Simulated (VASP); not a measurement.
Set up this calculation in VASP 6.6.1, as the native input.

| Property | Result |
| --- | --- |
| Task | single point |
| Functional | r2SCAN |
| Potentials or basis | VASP PAW PBE potentials, release 64 (Na_pv, H) |
| Cutoff | 520 eV |
| k mesh | 8 × 8 × 8 |
| Occupations | gaussian, width 0.02 eV |
| Spin | no spin polarisation |
| Dipole correction | no |
| Further INCAR settings | ALGO = Normal; EDIFF = 1e-07 |

The system is NaH.

```
Na H
1.0
     0.00000    2.39721    2.39721
     2.39721    0.00000    2.39721
     2.39721    2.39721    0.00000
Na H
1 1
Cartesian
  0.0000 0.0000 0.0000
  2.3972 2.3972 2.3972
```

The input as run:

POSCAR

```
NaH
1.0
    0.0000000000      2.3972135880      2.3972135880
    2.3972135880      0.0000000000      2.3972135880
    2.3972135880      2.3972135880      0.0000000000
Na H
1 1
Direct
    0.0000000000      0.0000000000      0.0000000000
    0.5000000000      0.5000000000      0.5000000000
```

INCAR.step1

```
SYSTEM = NaH
PREC     = Accurate       ! precision mode
ENCUT    = 520            ! plane-wave cutoff, eV
ISMEAR   = -5             ! smearing method
SIGMA    = 0.02           ! smearing width, eV
LREAL    = .FALSE.        ! projectors in reciprocal space
LASPH    = .TRUE.         ! aspherical terms in the spheres
NELM     = 100            ! most SCF steps
GGA      = PE             ! functional
ALGO     = Normal         ! electronic algorithm
EDIFF    = 1E-4           ! SCF threshold, eV
LWAVE    = .TRUE.         ! write WAVECAR
LCHARG   = .FALSE.        ! write CHGCAR
```

INCAR.step2

```
SYSTEM = NaH
PREC     = Accurate       ! precision mode
ENCUT    = 520            ! plane-wave cutoff, eV
EDIFF    = 1E-7           ! SCF threshold, eV
ISMEAR   = 0              ! smearing method
SIGMA    = 0.02           ! smearing width, eV
LREAL    = .FALSE.        ! projectors in reciprocal space
LASPH    = .TRUE.         ! aspherical terms in the spheres
NELM     = 100            ! most SCF steps
ALGO     = Normal         ! electronic algorithm
ISIF     = 2              ! what is computed and relaxed
LWAVE    = .FALSE.        ! write WAVECAR
LCHARG   = .FALSE.        ! write CHGCAR
METAGGA  = R2SCAN         ! meta-GGA
LMIXTAU  = .TRUE.       
LORBIT   = 11             ! projections on sites
ISTART   = 1
```

KPOINTS

```
regular mesh
0
G
  8 8 8
  0 0 0
```

Potentials or basis: VASP PAW PBE potentials, release 64 (Na_pv, H).

Command:

```sh
$ cat potpaw_PBE.64/Na_pv/POTCAR potpaw_PBE.64/H/POTCAR > POTCAR
$ cp INCAR.step1 INCAR
$ mpirun -np 1 vasp_std > vasp.out
$ cp INCAR.step2 INCAR
$ mpirun -np 1 vasp_std > vasp.out
```

It gave:

```yaml
Pressure: -0.3 GPa
Band_gap_on_the_k_mesh: 4.41 eV, indirect (least direct gap 5.26 eV)
Valence_electrons_inside_the_program's_atomic_spheres: Na 6.04; H 0.53
```

Caveat: the PAW data sets were made with another functional, which shifts forces and pressure a little.

Wall time 81 s on 1 thread of AMD EPYC 7571 (shared host), peak memory 0.12 GiB.
